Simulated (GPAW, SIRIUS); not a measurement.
This is a calculation of MnS for SIRIUS 7.12.0. The cell is a database's computed one, not the measured one.

The input sirius.json:

```json
{
  "control": {
    "processing_unit": "cpu",
    "verbosity": 2,
    "num_bands_to_print": 31,
    "print_forces": true,
    "print_stress": true
  },
  "parameters": {
    "electronic_structure_method": "pseudopotential",
    "xc_functionals": ["XC_GGA_X_PBE_SOL", "XC_GGA_C_PBE_SOL"],
    "gk_cutoff": 9.8,
    "pw_cutoff": 19.6,
    "ngridk": [8, 8, 4],
    "shiftk": [0, 0, 0],
    "smearing": "fermi_dirac",
    "smearing_width": 0.0018374661,
    "num_bands": 31,
    "num_mag_dims": 1,
    "num_dft_iter": 100,
    "energy_tol": 1e-08,
    "density_tol": 1e-06
  },
  "iterative_solver": {
    "type": "davidson",
    "min_tolerance": 1e-10
  },
  "mixer": {
    "type": "anderson",
    "beta": 0.5,
    "max_history": 8
  },
  "settings": {
    "tol_ne": 1e-10,
    "pseudo_grid_cutoff": 6.5,
    "smooth_initial_mag": true
  },
  "unit_cell": {
    "lattice_vectors": [
      [7.471177597678, 0.0, 0.0],
      [-3.735588798933, 6.470229595786, 0.0],
      [0.0, 0.0, 11.985642482935]
    ],
    "atom_coordinate_units": "lattice",
    "atom_types": ["Mn", "S"],
    "atom_files": {
      "S": "S.json",
      "Mn": "Mn.json"
    },
    "atoms": {
      "Mn": [
        [0.6666666667, 0.3333333333, 0.49884467, 0.0, 0.0, 4.0],
        [0.3333333333, 0.6666666667, 0.99884467, 0.0, 0.0, 4.0]
      ],
      "S": [
        [0.3333333333, 0.6666666667, 0.6261543, 0.0, 0.0, 0.0],
        [0.6666666667, 0.3333333333, 0.1261543, 0.0, 0.0, 0.0]
      ]
    }
  }
}
```

Potentials or basis: PseudoDojo 0.4.1 PBEsol standard (scalar relativistic).

The run is started by

```bash
$ upf_to_json S.upf
$ upf_to_json Mn.upf
$ OMP_NUM_THREADS=4 sirius.scf --input=sirius.json --output=out.json --task=0
```

Problem. What does the same run look like in GPAW 26.7.0 (ASE script)? Potentials or basis there: PAW data sets generated for this functional, cutoff 600 eV.

Solution. As run (cutoffs and basis follow the program's own potentials, and thresholds, step limits or extra output files can differ):

run.py

```python
from ase import Atoms
from ase.dft.bandgap import bandgap
from ase.io import write
from ase.units import Bohr, GPa
from gpaw import GPAW, PW, setup_paths
from gpaw.elf import elf_from_dft_calculation

setup_paths.insert(0, '.')

atoms = Atoms(['Mn', 'Mn', 'S', 'S'],
              cell=[[3.9535769233, 0.0, 0.0],
                    [-1.9767884617, 3.4238980514, 0.0],
                    [0.0, 0.0, 6.34252886]],
              scaled_positions=[[0.6666666667, 0.3333333333, 0.49884467],
                                [0.3333333333, 0.6666666667, 0.99884467],
                                [0.3333333333, 0.6666666667, 0.6261543],
                                [0.6666666667, 0.3333333333, 0.1261543]],
              pbc=True)
atoms.set_initial_magnetic_moments([4.0, 4.0, 0.0, 0.0])

calc = GPAW(mode=PW(600),
            xc='PBEsol',
            kpts={'size': (8, 8, 4), 'gamma': True},
            occupations={'name': 'fermi-dirac', 'width': 0.05},
            nbands=38,
            convergence={'density': 1e-05, 'energy': 1e-05},
            maxiter=150,
            txt='gpaw.txt')
atoms.calc = calc
energy = atoms.get_potential_energy()
forces = atoms.get_forces()
stress = atoms.get_stress()
calc.write('gs.gpw')
write('result.traj', atoms)
print(f'Energy: {energy:.6f} eV')
print('Forces (eV/A):')
print(forces.round(4))
print('Stress (GPa):', (stress / GPa).round(3))
print('Moments:', calc.get_magnetic_moments().round(3))
print('Fermi level:', round(calc.get_fermi_level(), 4), 'eV')
print(f'Gap: {bandgap(calc)[0]:.4f} eV, direct: {bandgap(calc, direct=True)[0]:.4f} eV')

# fields on the real-space grid
write('density.cube', atoms, data=calc.get_pseudo_density() * Bohr**3)
write('potential.cube', atoms, data=calc.get_electrostatic_potential())
write('spin.cube', atoms, data=(calc.get_pseudo_density(spin=0) - calc.get_pseudo_density(spin=1)) * Bohr**3)
write('elf.cube', atoms, data=elf_from_dft_calculation(calc).data)
```

Potentials or basis: PAW data sets generated in the run's folder for this functional, pw.

Command:

```bash
$ gpaw-setup -f PBEsol Mn S
$ OMP_NUM_THREADS=1 python run.py
```

Both were run:

|  | SIRIUS | GPAW |
| --- | --- | --- |
| Pressure | -0.1 GPa | -0.3 GPa |
| Largest force | 0.275 eV/Å | 0.281 eV/Å |
| Net moment | 9.87 μB per cell | 9.79 μB per cell |

The magnetic state is the one that the start led to; the real crystal's order can differ.

Pressure is positive in compression.
